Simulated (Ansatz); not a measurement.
Here is an unrelaxed guess for Ti₃Al.

```xyz
4
Lattice="3.8812 0.0000 0.0000 0.0000 3.8812 0.0000 0.0000 0.0000 3.8812" Properties=species:S:1:pos:R:3 pbc="T T T"
Ti    0.0000    1.9406    1.9406
Ti    1.9406    0.0000    1.9406
Ti    1.9406    1.9406    0.0000
Al    0.0000    0.0000    0.0000
```

Computed with Ansatz 0.2.0, DFT PBE, scalar-relativistic, plane waves, PAW. Settings: cutoff 420 eV, Γ-centred mesh 4×4×4 on the computed 4-atom cell, Gaussian smearing of 0.10 eV; no spin polarisation.

Energies over the elements count from the elements' standard structures at the same level, with no fitted energy shifts.

Problem. How far from equilibrium is it?

Solution. The pressure is 18.3 GPa (it wants to expand), the largest force is 0.00 eV/Å (symmetry fixes the atoms), and the energy is −0.15 eV/atom against the elements. The shortest distance is 2.74 Å.

Problem. Is it a good guess?

Solution. A fair one: relaxing gains about 0.11 eV/atom (the start's value is from the coarse mesh, so the gain is rough) in 8 ionic steps and ends at −0.26 eV/atom on the finer mesh. The symmetry stays Pm-3m (No. 221). The end has the Cu3Au (L1_2) type. The volume per atom grows by 13.7 %, from 14.6 to 16.6 Å³. The shortest distance goes from 2.74 Å (Ti–Al and Ti–Ti) to 2.86 Å (Ti–Al and Ti–Ti). Conventional cell: a = 4.051 Å. Ti is surrounded by 4 Al at 2.86 Å and 8 Ti at 2.86 Å; Al is surrounded by 12 Ti at 2.86 Å.

The last run used a 12×12×12 mesh for its 4-atom cell and Gaussian smearing of 0.10 eV. The relaxation can't lower the symmetry of the start, and the grade says only how near the guess is to its own end. A structure relaxed within its symmetry needn't be a true minimum. Another cell of Ti3Al relaxed alike, in P6_3/mmc (a cell as deposited in COD), lies 18 meV/atom lower, so this cell isn't the stable form at this level.
